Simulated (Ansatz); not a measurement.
We consider zinc-blende ZnTe, described by r²SCAN+rVV10 in Ansatz (PAW).

Numerical settings: plane-wave cutoff 560 eV, 10×10×10 k mesh, Fermi–Dirac smearing 0.01 eV, scalar-relativistic PAW data made under PBE.

A third-order Birch–Murnaghan fit to the energies gives V0 = 28.104 Å³/atom, B0 = 52.3 GPa, B′ = 4.5.

```csv
V (Å³/atom),P (GPa)
26.418,3.72
26.980,___
27.542,___
28.104,0.00
28.666,-0.99
29.228,-1.88
29.790,-2.67
```

Task: Estimate the withheld pressures from this fit; the answers are the runs' own values.

Result: 
- 26.980, P (GPa): 2.34
- 27.542, P (GPa): 1.11

The formula P = (3/2) B0 (x^(7/3) − x^(5/3)) [1 + (3/4)(B′ − 4)(x^(2/3) − 1)] with x = V0/V meets the computed pressures within 0.01 GPa when these rounded values are put in.

Measured, for comparison: bulk modulus 51 ± 3 GPa (room temperature, no zero-point or thermal correction; as tabulated in Determination of phase transition pressures of ZnTe under quasihydrostatic …); equilibrium volume per atom 28.42 Å³/atom (room temperature, no zero-point or thermal correction; as tabulated in Albrecht et al. (1997), arXiv:cond-mat/9706128). Computed (rounded) less measured: bulk modulus +3 % (inside the measured uncertainty), equilibrium volume per atom -1.1 %. A static lattice is as a rule a little smaller and stiffer than an uncorrected measurement, which narrows the difference in the bulk modulus, equilibrium volume per atom and would widen misses of the other sign.

Spin–orbit coupling is not included.

Ansatz is an electronic-structure program.
